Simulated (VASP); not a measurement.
A run of VASP 6.6.1 is set up as follows.

Contents of INCAR:

```
SYSTEM = Si
  PREC = Accurate
  ENCUT = 600
  EDIFF = 1E-6
  ISMEAR = 0
  SIGMA = 0.1
  LREAL = .False.
  LASPH = .True.
  NELM = 100
  ALGO = Fast
  ISIF = 3
  LWAVE = .False.
  LCHARG = .False.
  GGA = PE
  IBRION = 2
  NSW = 100
  EDIFFG = -0.002
  PSTRESS = 750.0
```

File KPOINTS:

```
Automatic mesh
0
Gamma
  21 21 10
  0 0 0
```

Contents of POSCAR:

```
Si
1.0
    2.3761812634      0.0000000000      0.0000000000
   -1.1880906317      2.0578333381      0.0000000000
    0.0000000000      0.0000000000      4.0622578620
Si
2
Direct
    0.3333333333      0.6666666667      0.2500000000
    0.6666666667      0.3333333333      0.7500000000
```

Potentials or basis: VASP PAW PBE potentials, release 64 (Si).

Run with:

```sh
$ cat potpaw_PBE.64/Si/POTCAR > POTCAR
$ mpirun -np 1 vasp_std > vasp.out
```

Task: Predict the relaxed volume.

Result: 9.92 Å³/atom.

Task: Predict the band gap on the k mesh.

Result: None (metal or under the smearing width).

Task: What does it give for the space group after relaxing (to 0.05 Å)?

Result: P6_3/mmc (No. 194).

Final structure:
```xyz
2
Lattice="2.3769 0.0000 0.0000 -1.1885 2.0585 0.0000 0.0000 0.0000 4.0568" Properties=species:S:1:pos:R:3 pbc="T T T"
Si    0.0000    1.3723    1.0142
Si    1.1885    0.6862    3.0426
```

Caveat: the cell is relaxed towards a set pressure, so the enthalpy falls and the energy may rise.
